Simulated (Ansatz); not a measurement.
Orbital-resolved density of states of RbCl

```xyz
2
Lattice="0.0000 3.3087 3.3087 3.3087 0.0000 3.3087 3.3087 3.3087 0.0000" Properties=species:S:1:pos:R:3 pbc="T T T"
Rb    0.0000    0.0000    0.0000
Cl    3.3087    3.3087    3.3087
```

Atoms are numbered in the order listed.

Structure from Materials Project entry mp-23295 (possibly hypothetical), not relaxed further.

All numbers below come from DFT, PBEsol, all-electron LAPW, scalar-relativistic in Ansatz 0.2.0.

Numerical set-up: a Γ-centred 8×8×8 k mesh, Fermi–Dirac smearing of 0.02 eV, basis error target 1 meV/atom, no spin polarisation.

States per eV for one atom of each kind, in 0.4 eV bins named by their centres, from the valence-band top, projected on a minimal set of Löwdin-orthogonalised atomic shells; orbitals are real harmonics on the Cartesian axes, equal curves share a column, and empty bins are left out, as is all above 7.6 eV, near the top of the computed bands.

Rb1 4p:

```
# E all pz=px=py
-8.3 2.64 0.88
-7.9 12.08 4.03
-0.7 0.03 0.01
-0.3 0.13 0.04
6.5 0.01 0.00
6.9 0.01 0.00
7.3 0.01 0.00
```

Cl2 3p:

```
# E all pz=px=py
-8.3 0.06 0.02
-7.9 0.09 0.03
-0.7 3.30 1.10
-0.3 10.66 3.55
0.1 0.37 0.12
5.3 0.01 0.00
5.7 0.01 0.00
6.1 0.02 0.01
6.5 0.03 0.01
6.9 0.05 0.02
7.3 0.08 0.03
```

Rb1 5s:

```
# E all
-7.9 0.01
-0.7 0.29
-0.3 0.06
4.9 0.02
5.3 0.09
5.7 0.15
6.1 0.24
6.5 0.31
6.9 0.48
7.3 0.83
```
